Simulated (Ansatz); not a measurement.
# Residual resistivity of an alloy: Ru(0001) with 2 layers of random Ru-Au, 2x2, part 2 of 2

Aim: the residual resistivity of a random alloy, from Ru(0001) with 2 layers of random Ru-Au, 2x2 and longer regions.

Ansatz 0.2.0; Ansatz plane-wave DFT, PBE, PAW files; ballistic transport by layer matching (Landauer), zero bias; PAW set soft_1.

So far. Step 3 (With 6 alloy layers): Over the solved energies the transmission per spin lies between 2.87 and 2.97, out of 5.48 channels of the lead on average (up to 6).

### 4. With 10 alloy layers

In 10 layers a share of 0.125 of the sites is given to Au at random. A fresh draw is used; the growth of the resistance with length is what counts.

System of this step: Ru(0001) with 10 layers of random Ru-Au, 2x2. The cell holds 80 atoms: 75 Ru and 5 Au. Its edges and angles: a = 5.412 Å, b = 5.412 Å, c = 42.819 Å, α = 90.0°, β = 90.0°, γ = 120.0°. It derives from Ru. Regions: lead, 40 atoms (40 Ru); scattering region, 40 atoms (35 Ru and 5 Au). The structure is stacked along c, and the current runs across the ab planes.

input.yaml reads:

```yaml
crystal:
  lattice:
    - [5.4116, 0.0, 0.0]
    - [-2.7058, 4.6865830751, 0.0]
    - [0.0, 0.0, 42.819]
  atoms:
    - { symbol: Ru, position: [0.1666666667, 0.3333333333, 0.025] }
    - { symbol: Ru, position: [0.1666666667, 0.8333333333, 0.025] }
    - { symbol: Ru, position: [0.6666666667, 0.3333333333, 0.025] }
    - { symbol: Ru, position: [0.6666666667, 0.8333333333, 0.025] }
    - { symbol: Ru, position: [0.3333333333, 0.1666666667, 0.075] }
    - { symbol: Ru, position: [0.3333333333, 0.6666666667, 0.075] }
    - { symbol: Ru, position: [0.8333333333, 0.1666666667, 0.075] }
    - { symbol: Ru, position: [0.8333333333, 0.6666666667, 0.075] }
    - { symbol: Ru, position: [0.1666666667, 0.3333333333, 0.125] }
    - { symbol: Ru, position: [0.1666666667, 0.8333333333, 0.125] }
    - { symbol: Ru, position: [0.6666666667, 0.3333333333, 0.125] }
    - { symbol: Ru, position: [0.6666666667, 0.8333333333, 0.125] }
    - { symbol: Ru, position: [0.3333333333, 0.1666666667, 0.175] }
    - { symbol: Ru, position: [0.3333333333, 0.6666666667, 0.175] }
    - { symbol: Ru, position: [0.8333333333, 0.1666666667, 0.175] }
    - { symbol: Ru, position: [0.8333333333, 0.6666666667, 0.175] }
    - { symbol: Ru, position: [0.1666666667, 0.3333333333, 0.225] }
    - { symbol: Ru, position: [0.1666666667, 0.8333333333, 0.225] }
    - { symbol: Ru, position: [0.6666666667, 0.3333333333, 0.225] }
    - { symbol: Ru, position: [0.6666666667, 0.8333333333, 0.225] }
    - { symbol: Ru, position: [0.3333333333, 0.1666666667, 0.275] }
    - { symbol: Ru, position: [0.3333333333, 0.6666666667, 0.275] }
    - { symbol: Ru, position: [0.8333333333, 0.1666666667, 0.275] }
    - { symbol: Ru, position: [0.8333333333, 0.6666666667, 0.275] }
    - { symbol: Ru, position: [0.1666666667, 0.3333333333, 0.325] }
    - { symbol: Ru, position: [0.1666666667, 0.8333333333, 0.325] }
    - { symbol: Ru, position: [0.6666666667, 0.3333333333, 0.325] }
    - { symbol: Ru, position: [0.6666666667, 0.8333333333, 0.325] }
    - { symbol: Ru, position: [0.3333333333, 0.1666666667, 0.375] }
    - { symbol: Ru, position: [0.3333333333, 0.6666666667, 0.375] }
    - { symbol: Ru, position: [0.8333333333, 0.1666666667, 0.375] }
    - { symbol: Ru, position: [0.8333333333, 0.6666666667, 0.375] }
    - { symbol: Ru, position: [0.1666666667, 0.3333333333, 0.425] }
    - { symbol: Ru, position: [0.1666666667, 0.8333333333, 0.425] }
    - { symbol: Ru, position: [0.6666666667, 0.3333333333, 0.425] }
    - { symbol: Ru, position: [0.6666666667, 0.8333333333, 0.425] }
    - { symbol: Ru, position: [0.3333333333, 0.1666666667, 0.475] }
    - { symbol: Ru, position: [0.3333333333, 0.6666666667, 0.475] }
    - { symbol: Ru, position: [0.8333333333, 0.1666666667, 0.475] }
    - { symbol: Au, position: [0.8333333333, 0.6666666667, 0.475] }
    - { symbol: Ru, position: [0.1666666667, 0.3333333333, 0.525] }
    - { symbol: Ru, position: [0.1666666667, 0.8333333333, 0.525] }
    - { symbol: Ru, position: [0.6666666667, 0.3333333333, 0.525] }
    - { symbol: Ru, position: [0.6666666667, 0.8333333333, 0.525] }
    - { symbol: Ru, position: [0.3333333333, 0.1666666667, 0.575] }
    - { symbol: Au, position: [0.3333333333, 0.6666666667, 0.575] }
    - { symbol: Ru, position: [0.8333333333, 0.1666666667, 0.575] }
    - { symbol: Ru, position: [0.8333333333, 0.6666666667, 0.575] }
    - { symbol: Ru, position: [0.1666666667, 0.3333333333, 0.625] }
    - { symbol: Ru, position: [0.1666666667, 0.8333333333, 0.625] }
    - { symbol: Au, position: [0.6666666667, 0.3333333333, 0.625] }
    - { symbol: Au, position: [0.6666666667, 0.8333333333, 0.625] }
    - { symbol: Au, position: [0.3333333333, 0.1666666667, 0.675] }
    - { symbol: Ru, position: [0.3333333333, 0.6666666667, 0.675] }
    - { symbol: Ru, position: [0.8333333333, 0.1666666667, 0.675] }
    - { symbol: Ru, position: [0.8333333333, 0.6666666667, 0.675] }
    - { symbol: Ru, position: [0.1666666667, 0.3333333333, 0.725] }
    - { symbol: Ru, position: [0.1666666667, 0.8333333333, 0.725] }
    - { symbol: Ru, position: [0.6666666667, 0.3333333333, 0.725] }
    - { symbol: Ru, position: [0.6666666667, 0.8333333333, 0.725] }
    - { symbol: Ru, position: [0.3333333333, 0.1666666667, 0.775] }
    - { symbol: Ru, position: [0.3333333333, 0.6666666667, 0.775] }
    - { symbol: Ru, position: [0.8333333333, 0.1666666667, 0.775] }
    - { symbol: Ru, position: [0.8333333333, 0.6666666667, 0.775] }
    - { symbol: Ru, position: [0.1666666667, 0.3333333333, 0.825] }
    - { symbol: Ru, position: [0.1666666667, 0.8333333333, 0.825] }
    - { symbol: Ru, position: [0.6666666667, 0.3333333333, 0.825] }
    - { symbol: Ru, position: [0.6666666667, 0.8333333333, 0.825] }
    - { symbol: Ru, position: [0.3333333333, 0.1666666667, 0.875] }
    - { symbol: Ru, position: [0.3333333333, 0.6666666667, 0.875] }
    - { symbol: Ru, position: [0.8333333333, 0.1666666667, 0.875] }
    - { symbol: Ru, position: [0.8333333333, 0.6666666667, 0.875] }
    - { symbol: Ru, position: [0.1666666667, 0.3333333333, 0.925] }
    - { symbol: Ru, position: [0.1666666667, 0.8333333333, 0.925] }
    - { symbol: Ru, position: [0.6666666667, 0.3333333333, 0.925] }
    - { symbol: Ru, position: [0.6666666667, 0.8333333333, 0.925] }
    - { symbol: Ru, position: [0.3333333333, 0.1666666667, 0.975] }
    - { symbol: Ru, position: [0.3333333333, 0.6666666667, 0.975] }
    - { symbol: Ru, position: [0.8333333333, 0.1666666667, 0.975] }
    - { symbol: Ru, position: [0.8333333333, 0.6666666667, 0.975] }
kpoints:
  mp_grid: { grid: [5, 5, 1] }
hamiltonian:
  xc: pbe
  pseudopotentials: { kind: paw, azcp: { folder: soft_1 } }
scf:
  occupations: { method: fermi_dirac, width: 0.1 }
output:
  transmission:
    leads: [[0, 8]]
    kmesh: [10, 10]
    e_range: [-0.05, 0.05]
    de: 0.05
  write_potential: true
  write_density: true
  volumetric_format: npy
```

Run with:

```
> ansatz run input.yaml --threads 4 --pin off --max-ram 15360MiB --backend cpu --events-out ev --progress --plain --runs-dir out
```

Numbers of over 12 decimals in the logs are rounded to 6 here.

What it wrote:

```text
[...]
Crystal: 80 atoms, lattice volume = 1085.972 Å³
Basis set: ecut = 420 eV, 21185 PW (Γ)
Bands: 777, of which v1, the nominal top of the filled ones, is band 648 counted from 1 (647 counted from 0)
Symmetry: 1 space group operations
[...]
k-points: 13 of 25 (time reversal used)
[...]
SCF iter   1: F=—  HF=-506738.586263 eV  |F-HF|=—  |Δ(HF+E_count)|=         —  Δρ=1.65e-1  dr2=3.16e3  ethr=3.10e-3  ⟨swp⟩=5.0  Hψ=32913  notcnv=0  defer=38
[...]
SCF iter  11: F=-506653.013775 eV  HF=-506653.013775 eV  |F-HF|=6.80e-8  |Δ(HF+E_count)|=   1.89e-8  Δρ=1.55e-6  dr2=7.78e-8  ethr=7.72e-12  ⟨swp⟩=8.9  Hψ=33154  notcnv=0
SCF 1 converged in 11 iterations: F = -506653.013775 eV  dr2 = 7.78e-8
[...]
transmission: 417 of 4160 steps passed
transmission: 832 of 4160 steps passed
[...]
transmission: 4160 of 4160 steps passed
SCF converged after 11 iterations
Free energy (F): -506653.013775 eV
[...]
Internal energy: -506650.381234 eV  (E = F + TS)
E sigma→0 (E₀):  -506651.697504 eV
Entropy (-TS):   -2.632542 eV (-32.907 meV/atom)
Fermi energy:    23.652300 eV
[...]
--- Band table (eV; the first three rows and the last of 13) ---
  k-point 0: bands = [... 644 lower, 24.3812, 24.4163, 24.4332, 24.4444, 24.5035, 24.5241, 24.5379, 24.5859, ... 125 higher]
  k-point 1: bands = [... 644 lower, 23.9394, 23.9901, 24.0190, 24.0341, 24.0640, 24.1024, 24.1295, 24.1715, ... 125 higher]
  k-point 2: bands = [... 644 lower, 23.3890, 23.4189, 23.4319, 23.4411, 23.4629, 23.4877, 23.5014, 23.5168, ... 125 higher]
  k-point 12: bands = [... 644 lower, 23.5377, 23.5591, 23.6304, 23.6361, 23.6679, 23.6904, 23.6967, 23.7007, ... 125 higher]
--- Transmission ---
  basis      : 223 plane waves across, 80 finite elements along
  points     : 52, standing for a mesh of 10 x 10
[...]
channels       : 5.280000e0 a spin
[...]
junction   : crystal 0 to crystal 0, 3.58 to 42.12 Å
    transmission   : 2.405557e0 a spin
[...]
```

It took 30 min on 4 threads of Arm Neoverse V1, shared host; peak memory 8.6 GiB; 1.9 h of CPU time.

This step gave:

| Property | Result |
| --- | --- |
| free energy | -506653.0138 eV |
| energy at zero smearing | -506651.6975 eV |
| Fermi energy | 23.65 eV |
| transmission per spin nearest the Fermi level | 2.406 |
| step of the lead's potential | 2.7 meV |

Per spin. Table of transmission, zone mean by energy, zero at the Fermi level:

```csv
energy (eV),"transmission, zone mean"
-0.0500,2.48
0.0000,2.41
0.0500,2.45
```

Over the solved energies the transmission per spin lies between 2.41 and 2.48, out of 5.5 channels of the lead on average (up to 6.06).

### 5. The fit

This step: Ansatz plane-wave DFT, PBE, PAW files; ballistic transport by layer matching (Landauer), zero bias; residual resistivity from the slope of the area resistance, atoms on the host's lattice; PAW set soft_1 (Ansatz 0.2.0).

Numbers from this step:

```
resistivity           : 30.34 µΩ cm
intercept             : 0.1075 fΩ m²
scatter about the fit : 0.01755 fΩ m²
```

Resistance, by row:

```csv
run,length (Å),T,channels N,RA (fΩ m²)
n2,4.282,3.959,5.44,0.225
n6,12.85,2.924,5.48,0.5221
n10,21.41,2.443,5.5,0.7447
```

The area resistance by length of the alloy:

```csv
length of the alloy (Å),area resistance (fΩ m²)
4.28,0.225
12.85,0.522
21.41,0.745
```

The area resistance goes from 0.22 to 0.74 fΩ m² between 4.3 and 21.4 Å, a slope of 30 µΩ cm.

By hand from the end points: (0.7447 − 0.2250) fΩ m² / (21.41 − 4.28) Å = 30 µΩ cm, since 1 fΩ m² per Å is 1000 µΩ cm.

### 6. Outcome

```
resistivity from the slope  : 30.3 µΩ cm
area resistance over 4.28 Å : 0.225 fΩ m²
area resistance over 12.8 Å : 0.522 fΩ m²
area resistance over 21.4 Å : 0.745 fΩ m²
```

In words: The slope gives 30 µΩ cm. The points scatter by 0.018 fΩ m² about the line, with one random draw a length in a 2x2 cell, so the slope is a rough value. The lead's own channel count moves between the runs (5.44, 5.48 and 5.5), which shifts RA and the slope too. Read with a model of isotropic scattering on a spherical Fermi surface and the lead's 1.7×10¹⁵ S/m², this slope means a mean free path near 15 Å; over these lengths the model's slope is 1.03 times its bulk resistivity, which would be 29 µΩ cm. The draw over the shortest length came out nearly ordered, with 12 symmetry operations, so that point is a poor sample of a random alloy. The atoms sit on the host's lattice, so scattering by size misfit is left out. Spin-orbit coupling is left out, which matters for Au.

[Logs are printed without paths, hosts, clocks, repeated set-up lines and the standing remarks that a program may print on its own settings, such as how far it seeks lower states.]

[Hosts, paths, dates, database ids (printed as entryN), source tags and the programs' standing remarks are cut or masked in the printed files.]
